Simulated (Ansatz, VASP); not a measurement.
## Fe: VASP beside Ansatz

File INCAR:

```
SYSTEM = Fe
ALGO = Normal ; EDIFF = 1E-6
EDIFFG = -0.01 ; ENCUT = 600
GGA = PE ; IBRION = 2
ISIF = 3 ; ISMEAR = 0
LASPH = .TRUE. ; LCHARG = .FALSE.
LREAL = .FALSE. ; LWAVE = .FALSE.
NELM = 100 ; NSW = 80
PREC = Accurate ; SIGMA = 0.1
```

File KPOINTS:

```
k-points
0
G
  18 18 12
  0 0 0
```

File POSCAR:

```
Fe
1.0
    2.4576278266      0.0000000000      0.0000000000
   -1.2288139133      2.1283681309      0.0000000000
    0.0000000000      0.0000000000      3.8954768915
Fe
2
Direct
    0.6666666667      0.3333333333      0.7500000000
    0.3333333333      0.6666666667      0.2500000000
```

Input for Ansatz:

```yaml
crystal:
  lattice:
    - [2.4576278266, 0.0, 0.0]
    - [-1.2288139133, 2.1283681309, 0.0]
    - [0.0, 0.0, 3.8954768915]
  atoms:
    - { symbol: Fe, position: [0.6666666667, 0.3333333333, 0.75] }
    - { symbol: Fe, position: [0.3333333333, 0.6666666667, 0.25] }
basis:
  ecutwfc: 420
kpoints:
  mp_grid: { grid: [18, 18, 12] }
hamiltonian:
  xc: pbe
scf:
  occupations: { method: gaussian, width: 0.1 }
output:
  forces: true
  stress: true
  eigenvalues: true
relax:
  adjacent_minimum: "off"
  f_tol: 0.01
  max_steps: 60
  cell: { stress_tol: 0.1 }
```

Alike in both runs: task relaxation of cell and atoms; functional PBE; k mesh 18 × 18 × 12; occupations gaussian, width 0.1 eV; no spin polarisation.

```csv
,VASP,Ansatz
version,VASP 6.6.1,Ansatz 0.2.0
potentials or method,"VASP PAW PBE potentials, release 64 (Fe)","scalar-relativistic, plane waves, PAW"
plane-wave cutoff (eV),600,420
valence electrons in the cell,16,32
```

```csv
,VASP,Ansatz,Ansatz less VASP
"gap on the k mesh at the Fermi level, each at its own relaxed structure (eV)",none,none,-
relaxed volume (Å³/atom),10.17,10.20,+0.026
relaxed cell length with the largest relative difference (Å),3.887,3.891,+0.0040
```

A gap of «none» marks a metal or a gap that the smearing closes. The two sets of potentials don't hold the same shells in valence.

Caveats: the run has no spin polarisation, though such a crystal can be magnetic. Spin polarisation is off, so any magnetic state and its effect on volume and gap are missing.
